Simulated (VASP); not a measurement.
A VASP 6.6.1 relaxation on InAs

INCAR

```
LASPH = .TRUE.
LREAL = .FALSE.
SMASS = 0.4
POTIM = 0.1
EDIFF = 1E-7
NBANDS = 16
NSW = 40
LCHARG = .FALSE.
ENCUT = 600
ISMEAR = -1
EDIFFG = -5E-3
IBRION = 3
SIGMA = 0.02
PREC = Accurate
METAGGA = SCAN
NELM = 88
LWAVE = .FALSE.
ISIF = 3
```

KPOINTS

```
KPOINTS created by Atomic Simulation Environment
0
Gamma
6 6 6
0 0 0
```

POSCAR

```
In As
 1.0000000000000000
     0.0000000000000000    3.0943470650270921    3.0943470650270921
     3.0943470650270921    0.0000000000000000    3.0943470650270921
     3.0943470650270921    3.0943470650270921    0.0000000000000000
 In  As
   1   1
Cartesian
  0.0000000000000000  0.0000000000000000  0.0000000000000000
  1.5471735325135458  1.5471735325135458  1.5471735325135458
```

The recommended PBE PAW datasets give the neutral cell 18 valence electrons.

Command

```
mpirun -np 1 vasp_std
```

**Question.** How does this run end, and what does it give?

**Answer.** It was cut off at its time limit.

OSZICAR

```
N       E                     dE             d eps       ncg     rms          rms(c)
DAV:   1     0.749402991329E+02    0.74940E+02   -0.90086E+03   512   0.134E+03
DAV:   2    -0.485494772122E+02   -0.12349E+03   -0.11794E+03   568   0.325E+02
DAV:   3    -0.571772426571E+02   -0.86278E+01   -0.85744E+01   640   0.820E+01
DAV:   4    -0.574157510331E+02   -0.23851E+00   -0.23845E+00   680   0.148E+01
DAV:   5    -0.574243438540E+02   -0.85928E-02   -0.85927E-02   736   0.230E+00    0.367E+00
DAV:   6    -0.541032017443E+02    0.33211E+01   -0.15200E+00   640   0.263E+01    0.220E+00
DAV:   7    -0.541154514398E+02   -0.12250E-01   -0.19271E-01   536   0.469E+00    0.167E+00
DAV:   8    -0.541253202513E+02   -0.98688E-02   -0.49571E-02   688   0.231E+00    0.179E+00
DAV:   9    -0.541259813183E+02   -0.66107E-03   -0.14663E-03   688   0.334E-01    0.157E+00
DAV:  10    -0.541241409298E+02    0.18404E-02   -0.83553E-03   552   0.137E+00    0.216E-01
...
DAV:   8    -0.541422855159E+02    0.20631E-05   -0.25029E-08   272   0.136E-03    0.202E-04
DAV:   9    -0.541422859031E+02   -0.38721E-06   -0.66498E-09   256   0.956E-04    0.347E-04
DAV:  10    -0.541422862747E+02   -0.37160E-06   -0.21266E-09   256   0.436E-04    0.322E-04
DAV:  11    -0.541422861684E+02    0.10628E-06   -0.85490E-10   256   0.250E-04    0.538E-04
DAV:  12    -0.541422863711E+02   -0.20269E-06   -0.67413E-10   256   0.190E-04    0.418E-04
DAV:  13    -0.541422866565E+02   -0.28537E-06   -0.28146E-10   256   0.118E-04    0.345E-04
DAV:  14    -0.541422868613E+02   -0.20481E-06   -0.16025E-10   256   0.944E-05    0.279E-04
DAV:  15    -0.541422870087E+02   -0.14742E-06   -0.94498E-11   256   0.606E-05    0.236E-04
DAV:  16    -0.541422873070E+02   -0.29833E-06   -0.48284E-11   256   0.697E-05    0.900E-05
  17 F= -.54142287E+02 E0= -.54142109E+02  d E =-.356577E-03
```

Standard output (part)

```
...
 bond charge predicted
damped:  g(F)=  0.483E-44 g(S)=  0.316E-02 dE (1.order)=-0.119E-01
 bond charge predicted
damped:  g(F)=  0.983E-42 g(S)=  0.983E-05 dE (1.order)= 0.426E-03
 bond charge predicted
damped:  g(F)=  0.878E-43 g(S)=  0.175E-02 dE (1.order)= 0.875E-03
 bond charge predicted
damped:  g(F)=  0.143E-42 g(S)=  0.227E-02 dE (1.order)=-0.313E-02
 bond charge predicted
damped:  g(F)=  0.111E-43 g(S)=  0.863E-03 dE (1.order)=-0.272E-02
 bond charge predicted
damped:  g(F)=  0.962E-43 g(S)=  0.863E-05 dE (1.order)=-0.196E-03
 bond charge predicted
damped:  g(F)=  0.183E-42 g(S)=  0.256E-03 dE (1.order)= 0.284E-03
 bond charge predicted
damped:  g(F)=  0.843E-42 g(S)=  0.441E-03 dE (1.order)=-0.486E-03
 bond charge predicted
damped:  g(F)=  0.973E-42 g(S)=  0.210E-03 dE (1.order)=-0.574E-03
 bond charge predicted
damped:  g(F)=  0.255E-42 g(S)=  0.105E-04 dE (1.order)=-0.103E-03
 bond charge predicted
damped:  g(F)=  0.425E-42 g(S)=  0.342E-04 dE (1.order)= 0.670E-04
 bond charge predicted
damped:  g(F)=  0.170E-42 g(S)=  0.832E-04 dE (1.order)=-0.691E-04
 bond charge predicted
damped:  g(F)=  0.443E-42 g(S)=  0.485E-04 dE (1.order)=-0.116E-03
 bond charge predicted
damped:  g(F)=  0.594E-43 g(S)=  0.545E-05 dE (1.order)=-0.350E-04
 bond charge predicted
damped:  g(F)=  0.908E-42 g(S)=  0.392E-05 dE (1.order)= 0.133E-04
 bond charge predicted
 hard stop encountered!  aborting job ...
|     The electronic self-consistency was not achieved in the given           |
|     number of steps (NELM). The forces and other quantities evaluated       |
|     might not be reliable so examine the results carefully. If you find     |
|     spurious results, we suggest increasing NELM, if you were close to      |
|     convergence or switching to a different ALGO or adjusting the           |
|     density mixing parameters otherwise.                                    |
 soft stop encountered!  aborting job ...
 deleting file STOPCAR
```

```json
{"ionic step": "1", "ΔE (meV/atom)": "0.0", "volume (Å³)": "59.26", "largest force (eV/Å)": "0.000", "pressure (GPa)": "-2.39", "electronic steps": "22"}
{"ionic step": "2", "ΔE (meV/atom)": "-6.6", "volume (Å³)": "58.00", "largest force (eV/Å)": "0.000", "pressure (GPa)": "-1.29", "electronic steps": "13"}
{"ionic step": "3", "ΔE (meV/atom)": "-8.8", "volume (Å³)": "56.53", "largest force (eV/Å)": "0.000", "pressure (GPa)": "0.07", "electronic steps": "12"}
{"ionic step": "4", "ΔE (meV/atom)": "-6.7", "volume (Å³)": "55.61", "largest force (eV/Å)": "0.000", "pressure (GPa)": "1.00", "electronic steps": "14"}
{"ionic step": "5", "ΔE (meV/atom)": "-6.2", "volume (Å³)": "55.47", "largest force (eV/Å)": "0.000", "pressure (GPa)": "1.14", "electronic steps": "14"}
{"ionic step": "6", "ΔE (meV/atom)": "-7.7", "volume (Å³)": "55.91", "largest force (eV/Å)": "0.000", "pressure (GPa)": "0.70", "electronic steps": "13"}
{"ionic step": "7", "ΔE (meV/atom)": "-8.8", "volume (Å³)": "56.54", "largest force (eV/Å)": "0.000", "pressure (GPa)": "0.07", "electronic steps": "15"}
{"ionic step": "11", "ΔE (meV/atom)": "-8.8", "volume (Å³)": "56.69", "largest force (eV/Å)": "0.000", "pressure (GPa)": "-0.08", "electronic steps": "17"}
{"ionic step": "12", "ΔE (meV/atom)": "-8.7", "volume (Å³)": "56.47", "largest force (eV/Å)": "0.000", "pressure (GPa)": "0.14", "electronic steps": "14"}
{"ionic step": "13", "ΔE (meV/atom)": "-8.6", "volume (Å³)": "56.39", "largest force (eV/Å)": "0.000", "pressure (GPa)": "0.22", "electronic steps": "17"}
{"ionic step": "14", "ΔE (meV/atom)": "-8.7", "volume (Å³)": "56.44", "largest force (eV/Å)": "0.000", "pressure (GPa)": "0.16", "electronic steps": "13"}
{"ionic step": "15", "ΔE (meV/atom)": "-8.8", "volume (Å³)": "56.56", "largest force (eV/Å)": "0.000", "pressure (GPa)": "0.05", "electronic steps": "7"}
{"ionic step": "16", "ΔE (meV/atom)": "-8.8", "volume (Å³)": "56.66", "largest force (eV/Å)": "0.000", "pressure (GPa)": "-0.05", "electronic steps": "7"}
{"ionic step": "17", "ΔE (meV/atom)": "-8.8", "volume (Å³)": "56.70", "largest force (eV/Å)": "0.000", "pressure (GPa)": "-0.09", "electronic steps": "16"}
```
